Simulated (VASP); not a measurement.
**PtS2: single point with PBE**

PtS2:

```
Pt S
1.0
     3.54320    0.00000    0.00000
    -1.77160    3.06850    0.00000
     0.00000    0.00000    5.03880
Pt S
1 2
Cartesian
  0.0000 0.0000 0.0000
  1.7716 1.0228 3.8950
  0.0000 2.0457 1.1438
```

```json
{
  "Program": "VASP 6.6.1",
  "Task": "single point",
  "Functional": "PBE",
  "Potentials or basis": "VASP PAW PBE potentials, release 64 (Pt, S)",
  "Cutoff": "520 eV",
  "k mesh": "9 × 9 × 5",
  "Occupations": "gaussian, width 0.024 eV",
  "Spin": "no spin polarisation",
  "Further INCAR settings": "ALGO = Normal; EDIFF = 1e-06"
}
```

```
Pressure               : 11.1 GPa
Largest force          : 1.213 eV/Å
Band gap on the k mesh : 1.03 eV, indirect (least direct gap 1.08 eV)
```

Forces in eV/Å, atoms in the order of the input:
```
Pt   0.000  0.000  0.000
S    0.000  0.000 -1.213
S    0.000  0.000  1.213
```

Stress tensor (GPa, compression positive):
```
11.57  0.00  0.00
 0.00 11.57  0.00
 0.00  0.00 10.08
```

Levels at points of the mesh, in eV from the valence-band top:
```csv
k point,band 9,band 10,band 11,band 12,band 13,band 14
"(0.00, 0.00, 0.00)",-1.14,-1.14,-0.12,2.46,2.46,4.80
```

It took 24 s on 1 thread of Intel(R) Xeon(R) Platinum 8559C (Emerald Rapids), with other jobs on the host, peak memory 0.19 GiB.

Caveat: spin-orbit coupling is left out, which moves the levels of the heavy elements; an odd mesh through Γ misses points on the zone boundary, where band edges often lie; forces of over 1 eV/Å show positions far from the minimum, so gaps and moduli don't describe the material at rest.
